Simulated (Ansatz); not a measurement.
# Ti: a line through an energy map, part 2 of 2

How does the energy of Ti (Fm-3m, No. 225; 1 atom in the cell) vary with volume per atom, at total spin moment of the cell, held fixed = 0.125 μB?

Ansatz 0.2.0; DFT PBE, scalar-relativistic, plane waves, PAW. Earlier steps stand in the parts before.

**6. Point (17.38 Å³, 0.125 μB)**

This is Ti in the fcc structure; at room conditions it is hcp.

input.yaml

```yaml
crystal:
  lattice:
    - [0.0, 2.0559779607, 2.0559779607]
    - [2.0559779607, 0.0, 2.0559779607]
    - [2.0559779607, 2.0559779607, 0.0]
  atoms:
    - { symbol: Ti, position: [0.0, 0.0, 0.0], spin: 0.125 }
basis:
  ecutwfc: 520.0
kpoints:
  mp_grid: { grid: [20, 20, 20] }
hamiltonian:
  xc: pbe
  pseudopotentials: { kind: paw }
scf:
  occupations: { method: gaussian, width: 0.15 }
  lower_state_search: "off"
output:
  forces: true
  stress: true
  eigenvalues: true
  populations: true
magnetization:
  spin_polarized: true
  initial_magnetization: 0.125
  spin_locking: { lock_magnetization: hard }
```

Run with:

```console
ansatz run input.yaml --threads 1 --pin off --max-ram 2048MiB --backend cpu --events-out ev --progress --plain --runs-dir out
```

The log of the run:

```text
Warning: output.stress: scf.convergence.dr2_threshold = 1e-7 eV (the SCF's general default) is looser than the 1e-10 eV advised for a printed stress (1e-10 eV for each atom of the cell: 1). What an SCF threshold leaves in a stress goes as its square root, and in the free energy as the threshold itself, and one threshold admits the most on a small cell: of the crystals measured, under no hybrid functional and no lock of the moments, on runs that ended without the residual-converged pass, on stresses that held no estimate of that error, the worst erred by over 100 MPa in a component at 1e-7 eV an atom and by under 5 at 1e-10. Set scf.convergence.dr2_threshold to 1e-10 eV or tighter. The threshold is an SCF's pass mark: one that does not reach it within its budget of iterations ends unconverged, or closes short of it on a stop that the run arms, and scf.convergence.dr2_threshold's page says what that costs each kind of run
Warning: RAYON_NUM_THREADS=1 ignored (pool sized by the plan → 1); use --threads N
Engine: ansatz 0.2.0, aarch64-unknown-linux-gnu
Pseudopotentials: kind: paw
Pseudopotential: Ti, paw, valence charge 12, recommended cutoff 420 eV (normal), Ti.paw.azcp
Functional definition: PBE
  parameter kappa = 0.804
  parameter beta = 0.06672455060314922
  exchange = pbe_x(kappa = kappa, mu = beta*pi^2/3)
  correlation = pbe_c(beta = beta)
Crystal: 1 atoms, lattice volume = 17.381 Å³
Basis set: ecut = 520 eV, 459 PW (Γ), exchange–correlation on 48×48×48 points (8 copies of the dense FFT grid, shifted against one another)
Bands: 11, of which v1, the nominal top of the filled ones, is band 6 counted from 1 (5 counted from 0)
Symmetry: 48 space group operations
Space group: Fm-3m (ITA 225), of the structure as read, at distance tolerance 2.6e-5 Å
Magnetic group: BNS 225.116 (UNI 1618), of the structure as read, at distance tolerance 2.6e-5 Å
k-points: 256 of 8000
Non-local potential: Ti, projectors of the file, l = 0: 3, l = 1: 2, l = 2: 3, l = 3: 1
PAW form: soft (Blöchl's): semilocal exchange-correlation on the pseudo side does not see the compensation charge
PAW one-centre angular grid: Ti, 590 points (default); XC on 64 Gauss nodes
Initial density: superposition of atomic densities (chi_scale 0.1, normalization cell)
Starting moments: Σ|m| = 0.125 μB on 1 of 1 site
Initial wavefunctions: pseudopotential atomic-orbital guess
Functional: x = pbe(κ = 0.804, μ = 0.2195149727645171), c = pbe(β = 0.06672455060314922)
SCF iter   1: F=—  HF=-2499.788854 eV  |F-HF|=—  |Δ(HF+E_count)|=         —  Δρ=3.09e-2 (↑3.09e-2 ↓2.40e-2)  dr2=5.49e-1  dr2_m=2.19e-3  M=0.125 μB ∫|m|=0.125 μB  β_m=0.30  ethr=3.10e-3  ⟨swp⟩=4.5  Hψ=28408  notcnv=0
preconditioner: auto → none  [metal: Δε(μ)=0.005 eV  Ē_g=6.039 eV  σ=0.150 eV  W_gap=0.02  n_scr=0 (ndim 8)  ℏωp=17.8 eV  f_vac=0.000  D(μ)=1.55/eV (n_scr^D=14)]
SCF iter   2: F=—  HF=-2499.626395 eV  |F-HF|=—  |Δ(HF+E_count)|=   1.62e-1  Δρ=1.07e-2 (↑1.07e-2 ↓7.54e-3)  dr2=4.77e-2  dr2_m=9.79e-4  M=0.125 μB ∫|m|=0.125 μB  β_m=0.36  ethr=3.10e-3  ⟨swp⟩=2.0  Hψ=11950  notcnv=0  defer=252
SCF iter   3: F=—  HF=-2499.617117 eV  |F-HF|=—  |Δ(HF+E_count)|=   9.28e-3  Δρ=4.30e-3 (↑4.05e-3 ↓4.30e-3)  dr2=3.80e-3  dr2_m=3.36e-4  M=0.125 μB ∫|m|=0.125 μB  β_m=0.63  ethr=3.98e-4  ⟨swp⟩=2.4  Hψ=8987  notcnv=0  defer=252
SCF iter   4: F=—  HF=-2499.617939 eV  |F-HF|=—  |Δ(HF+E_count)|=   8.22e-4  Δρ=4.95e-4 (↑4.95e-4 ↓1.66e-4)  dr2=3.18e-5  dr2_m=9.84e-6  M=0.125 μB ∫|m|=0.125 μB  β_m=0.76  ethr=3.16e-5  ⟨swp⟩=3.0  Hψ=10719  notcnv=0  defer=252
SCF iter   5: F=—  HF=-2499.617947 eV  |F-HF|=—  |Δ(HF+E_count)|=   7.51e-6  Δρ=1.51e-4 (↑4.09e-5 ↓1.51e-4)  dr2=5.78e-6  dr2_m=6.78e-7  M=0.125 μB ∫|m|=0.125 μB  β_m=0.88  ethr=2.65e-7  ⟨swp⟩=2.2  Hψ=8617  notcnv=0  defer=252
iter 6 did not close the SCF: its close was put off for a magnetic moment that had not settled (scf_convergence_deferred on its scf_iter line)
SCF iter   6: F=-2499.617946 eV  HF=-2499.617946 eV  |F-HF|=5.16e-8  |Δ(HF+E_count)|=   7.95e-7  Δρ=1.86e-5 (↑1.54e-5 ↓1.86e-5)  dr2=8.37e-9  dr2_m=4.36e-8  M=0.125 μB ∫|m|=0.125 μB  β_m=0.94  ethr=8.33e-10  ⟨swp⟩=5.0  Hψ=24385  notcnv=0
iter 7 did not close the SCF: its close was put off for a magnetic moment that had not settled (scf_convergence_deferred on its scf_iter line)
SCF iter   7: F=-2499.617946 eV  HF=-2499.617946 eV  |F-HF|=1.16e-9  |Δ(HF+E_count)|=   7.55e-8  Δρ=3.19e-6 (↑1.56e-6 ↓3.19e-6)  dr2=5.35e-10  dr2_m=8.78e-10  M=0.125 μB ∫|m|=0.125 μB  β_m=0.96  ethr=6.98e-11  ⟨swp⟩=1.9  Hψ=17354  notcnv=0
SCF iter   8: F=-2499.617946 eV  HF=-2499.617946 eV  |F-HF|=7.73e-12  |Δ(HF+E_count)|=   1.99e-9  Δρ=3.65e-7 (↑1.90e-7 ↓3.65e-7)  dr2=2.27e-11  dr2_m=8.29e-12  M=0.125 μB ∫|m|=0.125 μB  ethr=4.46e-12  ⟨swp⟩=1.0  Hψ=15964  notcnv=0
SCF 1 converged in 8 iterations: F = -2499.617946 eV  dr2 = 2.27e-11
SCF converged after 8 iterations
Stability checked in part: among states of this total moment the steps that led to this state did not find it unstable. No probe was made; neither looks for a lower state of another moment (fixed_total_moment; see scf.lower_state_search)
Magnetization: 0.1250 μB (6.0625 up, 5.9375 down)
Absolute magnetization: 0.1250 μB (∫|ρ↑−ρ↓|, with the PAW one-centre terms)
Spin contamination: 0.0001 ħ² per cell (⟨S²⟩ above its minimum at these occupations)
Per-site moments (μB) at R_I (Å): [(0.09203742529858437, 1.1993816653343738)]
Free energy (F): -2499.617946 eV
Harris-Foulkes:  -2499.617946 eV  (|F-HF|=7.73e-12)
Internal energy: -2499.598477 eV  (E = F + TS)
E sigma→0 (E₀):  -2499.608212 eV
Entropy (-TS):   -0.019469 eV (-19.469 meV/atom)
Fermi energy:    13.252443 (↑ 13.277521, ↓ 13.227365) eV
--- Per-component energies (eV) ---
  E_band       = -157.287242
  E_kinetic    = 272.503793
  E_local      = -813.276127  (includes V_loc(G=0)·N_el)
  E_nonlocal   = 8.162177
  E_hartree    = 334.108210
  E_xc         = -97.442819
  E_vxc        = -121.905903  (∫ρ·V_xc dr)
  E_paw        = -1047.642357  (= ΣΔE_a)
  E_vpaw       = -170.987485  (= ΣTr[D̂ρ^β])
  E_aug_tail   = 0.000057  (compensation charges beyond the density's cutoff)
  E_ewald      = -1156.011411
  E_smearing   = -0.019469  (= −TS)
  E_closure    = 0.000000  (closes the sum)
  Σ components = -2499.617946   (vs F -2499.617946, Δ=0.00e0)
--- Forces (eV/Å), atoms counted from 1 ---
  atom   1  Ti    -0.00000000    -0.00000000    -0.00000000
  max |Σ_I F_I| component: 6.37e-32 eV/Å
--- Stress (GPa, compression-positive) ---
        0.107815       0.000000       0.000000
        0.000000       0.107815      -0.000000
        0.000000       0.000000       0.107815
  P = ⅓ Tr σ = 0.1078 GPa (1.078 kbar)
--- Band table (eV; the first three rows and the last of 512) ---
  k-point 0 ↑: bands = ["-43.4510", "-19.3259", "-19.3259", "-19.3259", "7.1339", "14.0823", "14.0823", "14.0823", "15.7392", "15.7392", "28.4247"]
  k-point 1 ↑: bands = ["-43.4480", "-19.3429", "-19.3280", "-19.3280", "7.2149", "14.0315", "14.1121", "14.1121", "15.7196", "15.7196", "28.4920"]
  k-point 2 ↑: bands = ["-43.4394", "-19.3921", "-19.3342", "-19.3342", "7.4535", "13.8901", "14.1922", "14.1922", "15.6725", "15.6725", "28.6276"]
  k-point 255 ↓: bands = ["-43.2145", "-19.6843", "-19.6843", "-19.4975", "11.7610", "12.9220", "12.9220", "15.4171", "17.1569", "21.6655", "21.6655"]
--- Löwdin populations: 1 site ---
  site symbol       q [e]    m [muB]
     0     Ti     11.8600     0.1147
  spilling = 0.011669 (of n_electrons = 12.000000)
```

Wall time 21 s (1 thread of Arm Neoverse N1, shared host); peak memory 0.37 GiB.

**7. The run at (19.47 Å³, 0.125 μB)**

Edit input.yaml of step 6 so:

```diff
@@ -2,5 +2,5 @@
   lattice:
-    - [0.0, 2.0559779607, 2.0559779607]
-    - [2.0559779607, 0.0, 2.0559779607]
-    - [2.0559779607, 2.0559779607, 0.0]
+    - [0.0, 2.1351235515, 2.1351235515]
+    - [2.1351235515, 0.0, 2.1351235515]
+    - [2.1351235515, 2.1351235515, 0.0]
   atoms:
```

Run with:

```console
ansatz run input.yaml --threads 1 --pin off --max-ram 2048MiB --backend cpu --events-out ev --progress --plain --runs-dir out
```

The log of the run:

```text
[... 34 lines left out ...]
SCF 1 converged in 8 iterations: F = -2499.548410 eV  dr2 = 9.16e-11
SCF converged after 8 iterations
Stability checked in part: among states of this total moment the steps that led to this state did not find it unstable. No probe was made; neither looks for a lower state of another moment (fixed_total_moment; see scf.lower_state_search)
Magnetization: 0.1250 μB (6.0625 up, 5.9375 down)
Absolute magnetization: 0.1250 μB (∫|ρ↑−ρ↓|, with the PAW one-centre terms)
Spin contamination: 0.0002 ħ² per cell (⟨S²⟩ above its minimum at these occupations)
Per-site moments (μB) at R_I (Å): [(0.09352082589175424, 1.2455522820978229)]
Free energy (F): -2499.548410 eV
Harris-Foulkes:  -2499.548410 eV  (|F-HF|=5.00e-11)
Internal energy: -2499.526247 eV  (E = F + TS)
E sigma→0 (E₀):  -2499.537328 eV
Entropy (-TS):   -0.022162 eV (-22.162 meV/atom)
Fermi energy:    11.550808 (↑ 11.568614, ↓ 11.533002) eV
--- Per-component energies (eV) ---
  E_band       = -179.086352
  E_kinetic    = 269.692550
  E_local      = -874.834441  (includes V_loc(G=0)·N_el)
  E_nonlocal   = 8.026117
  E_hartree    = 354.487968
  E_xc         = -96.488653
  E_vxc        = -120.609779  (∫ρ·V_xc dr)
  E_paw        = -1047.249903  (= ΣΔE_a)
  E_vpaw       = -170.336418  (= ΣTr[D̂ρ^β])
  E_aug_tail   = 0.000045  (compensation charges beyond the density's cutoff)
  E_ewald      = -1113.159930
  E_smearing   = -0.022162  (= −TS)
  E_closure    = 0.000000  (closes the sum)
  Σ components = -2499.548410   (vs F -2499.548410, Δ=0.00e0)
--- Forces (eV/Å), atoms counted from 1 ---
  atom   1  Ti    -0.00000000    -0.00000000     0.00000000
  max |Σ_I F_I| component: 6.57e-32 eV/Å
--- Stress (GPa, compression-positive) ---
       -9.895073       0.000000      -0.000000
        0.000000      -9.895073       0.000000
       -0.000000       0.000000      -9.895073
  P = ⅓ Tr σ = -9.8951 GPa (-98.951 kbar)
--- Band table (eV; the first three rows and the last of 512) ---
  k-point 0 ↑: bands = ["-45.3652", "-21.3431", "-21.3431", "-21.3431", "5.7092", "12.3014", "12.3014", "12.3014", "13.7210", "13.7210", "26.1030"]
  k-point 1 ↑: bands = ["-45.3634", "-21.3546", "-21.3446", "-21.3446", "5.7823", "12.2585", "12.3270", "12.3270", "13.7051", "13.7051", "26.1424"]
  k-point 2 ↑: bands = ["-45.3580", "-21.3880", "-21.3489", "-21.3489", "5.9983", "12.1386", "12.3960", "12.3960", "13.6669", "13.6669", "26.1740"]
  k-point 255 ↓: bands = ["-45.1907", "-21.5668", "-21.5668", "-21.4389", "10.2995", "11.2572", "11.2572", "13.4598", "14.9294", "19.0072", "19.0072"]
--- Löwdin populations: 1 site ---
  site symbol       q [e]    m [muB]
     0     Ti     11.8350     0.1133
  spilling = 0.013751 (of n_electrons = 12.000000)
```

Run time: 20 s. Hardware: 1 thread of Arm Neoverse N1, shared host; peak memory 0.39 GiB.

**8. Point (20.51 Å³, 0.125 μB)**

Edit input.yaml of step 7 so:

```diff
@@ -2,5 +2,5 @@
   lattice:
-    - [0.0, 2.1351235515, 2.1351235515]
-    - [2.1351235515, 0.0, 2.1351235515]
-    - [2.1351235515, 2.1351235515, 0.0]
+    - [0.0, 2.1725938953, 2.1725938953]
+    - [2.1725938953, 0.0, 2.1725938953]
+    - [2.1725938953, 2.1725938953, 0.0]
   atoms:
```

Run with:

```console
ansatz run input.yaml --threads 1 --pin off --max-ram 2048MiB --backend cpu --events-out ev --progress --plain --runs-dir out
```

The log of the run:

```text
Warning: output.stress: scf.convergence.dr2_threshold = 1e-7 eV (the SCF's general default) is looser than the 1e-10 eV advised for a printed stress (1e-10 eV for each atom of the cell: 1). What an SCF threshold leaves in a stress goes as its square root, and in the free energy as the threshold itself, and one threshold admits the most on a small cell: of the crystals measured, under no hybrid functional and no lock of the moments, on runs that ended without the residual-converged pass, on stresses that held no estimate of that error, the worst erred by over 100 MPa in a component at 1e-7 eV an atom and by under 5 at 1e-10. Set scf.convergence.dr2_threshold to 1e-10 eV or tighter. The threshold is an SCF's pass mark: one that does not reach it within its budget of iterations ends unconverged, or closes short of it on a stop that the run arms, and scf.convergence.dr2_threshold's page says what that costs each kind of run
Warning: RAYON_NUM_THREADS=1 ignored (pool sized by the plan → 1); use --threads N
[... 8 set-up lines as earlier in the session ...]
Crystal: 1 atoms, lattice volume = 20.510 Å³
Basis set: ecut = 520 eV, 537 PW (Γ), exchange–correlation on 48×48×48 points (8 copies of the dense FFT grid, shifted against one another)
Bands: 11, of which v1, the nominal top of the filled ones, is band 6 counted from 1 (5 counted from 0)
[... 1 set-up line as earlier in the session ...]
Space group: Fm-3m (ITA 225), of the structure as read, at distance tolerance 2.7e-5 Å
Magnetic group: BNS 225.116 (UNI 1618), of the structure as read, at distance tolerance 2.7e-5 Å
k-points: 256 of 8000
[... 4 set-up lines as earlier in the session ...]
Starting moments: Σ|m| = 0.125 μB on 1 of 1 site
[... 2 set-up lines as earlier in the session ...]
SCF iter   1: F=—  HF=-2499.665627 eV  |F-HF|=—  |Δ(HF+E_count)|=         —  Δρ=2.99e-2 (↑2.99e-2 ↓2.40e-2)  dr2=6.67e-1  dr2_m=1.96e-3  M=0.125 μB ∫|m|=0.125 μB  β_m=0.30  ethr=3.10e-3  ⟨swp⟩=4.5  Hψ=28656  notcnv=0
preconditioner: auto → none  [metal: Δε(μ)=0.006 eV  Ē_g=5.187 eV  σ=0.150 eV  W_gap=0.02  n_scr=0 (ndim 8)  ℏωp=16.4 eV  f_vac=0.000  D(μ)=1.69/eV (n_scr^D=14)]
SCF iter   2: F=—  HF=-2499.477543 eV  |F-HF|=—  |Δ(HF+E_count)|=   1.88e-1  Δρ=9.02e-3 (↑9.02e-3 ↓6.73e-3)  dr2=4.01e-2  dr2_m=9.21e-4  M=0.125 μB ∫|m|=0.125 μB  β_m=0.34  ethr=3.10e-3  ⟨swp⟩=2.7  Hψ=13633  notcnv=0  defer=213
SCF iter   3: F=—  HF=-2499.472032 eV  |F-HF|=—  |Δ(HF+E_count)|=   5.51e-3  Δρ=4.32e-3 (↑4.02e-3 ↓4.32e-3)  dr2=4.67e-3  dr2_m=3.66e-4  M=0.125 μB ∫|m|=0.125 μB  β_m=0.62  ethr=3.34e-4  ⟨swp⟩=2.2  Hψ=7955  notcnv=0  defer=213
SCF iter   4: F=—  HF=-2499.472835 eV  |F-HF|=—  |Δ(HF+E_count)|=   8.04e-4  Δρ=7.60e-4 (↑7.60e-4 ↓2.55e-4)  dr2=1.84e-4  dr2_m=1.50e-5  M=0.125 μB ∫|m|=0.125 μB  β_m=0.71  ethr=3.89e-5  ⟨swp⟩=3.0  Hψ=10736  notcnv=0  defer=213
SCF iter   5: F=—  HF=-2499.472808 eV  |F-HF|=—  |Δ(HF+E_count)|=   2.71e-5  Δρ=2.28e-4 (↑8.13e-5 ↓2.28e-4)  dr2=2.11e-5  dr2_m=1.27e-6  M=0.125 μB ∫|m|=0.125 μB  β_m=0.86  ethr=1.54e-6  ⟨swp⟩=2.5  Hψ=8323  notcnv=0  defer=213
SCF iter   6: F=—  HF=-2499.472805 eV  |F-HF|=—  |Δ(HF+E_count)|=   3.34e-6  Δρ=2.27e-5 (↑2.27e-5 ↓2.27e-5)  dr2=6.23e-9  dr2_m=9.32e-8  M=0.125 μB ∫|m|=0.125 μB  β_m=0.93  ethr=8.33e-10  ⟨swp⟩=5.2  Hψ=29492  notcnv=0
iter 7 did not close the SCF: its close was put off for a magnetic moment that had not settled (scf_convergence_deferred on its scf_iter line)
SCF iter   7: F=-2499.472805 eV  HF=-2499.472805 eV  |F-HF|=1.61e-9  |Δ(HF+E_count)|=   1.62e-7  Δρ=5.62e-6 (↑2.58e-6 ↓5.62e-6)  dr2=3.36e-9  dr2_m=2.96e-9  M=0.125 μB ∫|m|=0.125 μB  β_m=0.95  ethr=5.19e-11  ⟨swp⟩=2.3  Hψ=19143  notcnv=0
iter 8 did not close the SCF: its close was put off for a magnetic moment that had not settled (scf_convergence_deferred on its scf_iter line)
SCF iter   8: F=-2499.472805 eV  HF=-2499.472805 eV  |F-HF|=3.13e-10  |Δ(HF+E_count)|=   5.12e-9  Δρ=9.61e-7 (↑4.50e-7 ↓9.61e-7)  dr2=4.23e-10  dr2_m=2.05e-11  M=0.125 μB ∫|m|=0.125 μB  β_m=0.97  ethr=2.80e-11  ⟨swp⟩=1.1  Hψ=14643  notcnv=0
SCF iter   9: F=-2499.472805 eV  HF=-2499.472805 eV  |F-HF|=9.09e-13  |Δ(HF+E_count)|=  5.96e-11  Δρ=3.43e-8 (↑2.69e-8 ↓3.43e-8)  dr2=1.39e-13  dr2_m=1.51e-13  M=0.125 μB ∫|m|=0.125 μB  ethr=3.53e-12  ⟨swp⟩=1.0  Hψ=15179  notcnv=0
SCF 1 converged in 9 iterations: F = -2499.472805 eV  dr2 = 1.39e-13
SCF converged after 9 iterations
Stability checked in part: among states of this total moment the steps that led to this state did not find it unstable. No probe was made; neither looks for a lower state of another moment (fixed_total_moment; see scf.lower_state_search)
Magnetization: 0.1250 μB (6.0625 up, 5.9375 down)
Absolute magnetization: 0.1250 μB (∫|ρ↑−ρ↓|, with the PAW one-centre terms)
Spin contamination: 0.0002 ħ² per cell (⟨S²⟩ above its minimum at these occupations)
Per-site moments (μB) at R_I (Å): [(0.09446150466912423, 1.267411097808179)]
Free energy (F): -2499.472805 eV
Harris-Foulkes:  -2499.472805 eV  (|F-HF|=9.09e-13)
Internal energy: -2499.449313 eV  (E = F + TS)
E sigma→0 (E₀):  -2499.461059 eV
Entropy (-TS):   -0.023492 eV (-23.492 meV/atom)
Fermi energy:    10.824436 (↑ 10.839353, ↓ 10.809519) eV
--- Per-component energies (eV) ---
  E_band       = -188.437992
  E_kinetic    = 268.554925
  E_local      = -902.904676  (includes V_loc(G=0)·N_el)
  E_nonlocal   = 8.033571
  E_hartree    = 364.019566
  E_xc         = -96.069000
  E_vxc        = -120.040492  (∫ρ·V_xc dr)
  E_paw        = -1047.122288  (= ΣΔE_a)
  E_vpaw       = -170.120484  (= ΣTr[D̂ρ^β])
  E_aug_tail   = 0.000048  (compensation charges beyond the density's cutoff)
  E_ewald      = -1093.961457
  E_smearing   = -0.023492  (= −TS)
  E_closure    = 0.000000  (closes the sum)
  Σ components = -2499.472805   (vs F -2499.472805, Δ=0.00e0)
--- Forces (eV/Å), atoms counted from 1 ---
  atom   1  Ti    -0.00000000    -0.00000000    -0.00000000
  max |Σ_I F_I| component: 8.22e-32 eV/Å
--- Stress (GPa, compression-positive) ---
      -13.179077      -0.000000      -0.000000
        0.000000     -13.179077       0.000000
       -0.000000       0.000000     -13.179077
  P = ⅓ Tr σ = -13.1791 GPa (-131.791 kbar)
--- Band table (eV; the first three rows and the last of 512) ---
  k-point 0 ↑: bands = ["-46.1920", "-22.2052", "-22.2052", "-22.2052", "5.1207", "11.5346", "11.5346", "11.5346", "12.8560", "12.8560", "25.0932"]
  k-point 1 ↑: bands = ["-46.1906", "-22.2148", "-22.2065", "-22.2065", "5.1905", "11.4951", "11.5585", "11.5585", "12.8415", "12.8415", "25.1201"]
  k-point 2 ↑: bands = ["-46.1863", "-22.2426", "-22.2102", "-22.2102", "5.3970", "11.3842", "11.6229", "11.6229", "12.8069", "12.8069", "25.1011"]
  k-point 255 ↓: bands = ["-46.0376", "-22.3805", "-22.3805", "-22.2735", "9.6715", "10.5470", "10.5470", "12.6200", "13.9783", "17.8809", "17.8809"]
--- Löwdin populations: 1 site ---
  site symbol       q [e]    m [muB]
     0     Ti     11.8239     0.1131
  spilling = 0.014674 (of n_electrons = 12.000000)
```

It took 23 s on 1 thread of Arm Neoverse N1, shared host; peak memory 0.39 GiB.

**9. The line in numbers**

This closing draws on all 2 parts.

| volume per atom (Å³) | step | energy (meV/atom) | pressure (GPa) |
| --- | --- | --- | --- |
| 14.25 | 3 | 254 | 29.8 |
| 15.30 | 4 | 103 | 17.2 |
| 16.34 | 5 | 24 | 7.5 |
| 17.38 | 6 | 0 | 0.1 |
| 18.42 | – | 19 | −5.6 |
| 19.47 | 7 | 70 | −9.9 |
| 20.51 | 8 | 145 | −13.2 |

Energies count from the lowest point of the line. Rows without a step come from runs not printed here or follow by symmetry.

**Reading.** The lowest point of the line is at 17.38 Å³. Three points round the minimum, joined by a parabola, put the minimum at 17.445 Å³, with a curvature of about 39 meV/atom per (Å³)². The well is lopsided: two grid steps out, the energy rises by 103 meV/atom towards smaller values and 70 meV/atom towards larger ones. The highest point computed, at 14.25 Å³, lies 254 meV/atom above the lowest. This is one cut through a surface in two coordinates; the map's lowest point lies off it.
